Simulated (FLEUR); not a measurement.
Crystal: As.

```
CELL_PARAMETERS angstrom
1.90776 1.08216 3.50063
-1.84176 1.06719 3.46993
0.02004 -2.21451 3.50541
ATOMIC_POSITIONS crystal
As 0.22600 0.22600 0.22600
As 0.77400 0.77400 0.77400
```

The cell isn't the ideal one: cell strained at random at fixed volume.

- Program: FLEUR MaX-R8.1 (patched build s14)
- Task: relaxation of the atoms
- Functional: PBE
- Potentials or basis: all-electron
- Basis: FLAPW
- Kmax: 4 1/bohr
- k mesh: 5 × 5 × 5
- Occupations: fermi-dirac, width 0.05 eV
- Spin: no spin polarisation

At the start: volume 21.53 Å³/atom.

Q: Where does the relaxation end?

A: Over 5 steps the energy falls by 3.1 meV/atom; space group C2/m (No. 12, to 0.05 Å).

Step by step:
| step | energy change (eV) | largest force (eV/Å) |
| --- | --- | --- |
| 1 | 0.0000 | 0.2927 |
| 2 | -0.0017 | 0.2423 |
| 3 | -0.0061 | 0.0231 |
| 4 | -0.0061 | 0.0083 |
| 5 | -0.0061 | 0.0017 |

Final structure:
```
As
1.0
     1.90776    1.08216    3.50063
    -1.84176    1.06719    3.46993
     0.02004   -2.21451    3.50541
As
2
Direct
  0.22560 0.23089 0.22619
  0.77440 0.76911 0.77381
```

Caveat: the k mesh is coarse (spacing up to 0.41 Å⁻¹), so the values aren't converged.
